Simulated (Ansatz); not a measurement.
Input of an Ansatz 0.2.0 run:

Contents of input.yaml:

```yaml
crystal:
  lattice:
    - [0.0, 1.737572933, 1.737572933]
    - [1.737572933, 0.0, 1.737572933]
    - [1.737572933, 1.737572933, 0.0]
  atoms:
    - { symbol: Ni, position: [0.0, 0.0, 0.0], spin: 1.0 }
hamiltonian:
  xc: lda
  pseudopotentials: { kind: paw }
magnetization:
  spin_polarized: true
kpoints:
  mp_grid: { grid: [10, 10, 10] }
scf:
  occupations: { method: fermi_dirac, width: 0.05 }
phonons:
  method: dfpt
  qmesh: [2, 2, 2]
  temperatures: { t_max: 1000, t_step: 100 }
  qpath:
    path:
      - [[0.0, 0.0, 0.0], [0.5, 0.0, 0.5], [0.5, 0.25, 0.75], [0.375, 0.375, 0.75], [0.0, 0.0, 0.0], [0.5, 0.5, 0.5], [0.625, 0.25, 0.625], [0.5, 0.25, 0.75], [0.5, 0.5, 0.5], [0.375, 0.375, 0.75]]
      - [[0.625, 0.25, 0.625], [0.5, 0.0, 0.5]]
    npoints: 8
```

Potentials or basis: Ansatz PAW.

Command:

```console
$ ansatz run input.yaml --threads 2 --pin off --max-ram 5632MiB --backend cpu --events-out ev --progress --plain --runs-dir out
```

Q: Estimate the highest phonon frequency.

A: 293 cm⁻¹.

Q: Predict the site moments.

A: Ni +0.72 μB.

Phonon frequencies in cm⁻¹ (negative: imaginary):
| q point | frequencies |
| --- | --- |
| (0.000, 0.000, 0.000) | 0 0 0 |
| (0.000, 0.000, -0.500) | 149 149 293 |
| (0.000, -0.500, -0.500) | 211 211 279 |

Caveat: the q mesh is small, so phonon branches between its points and thermal values are rough.
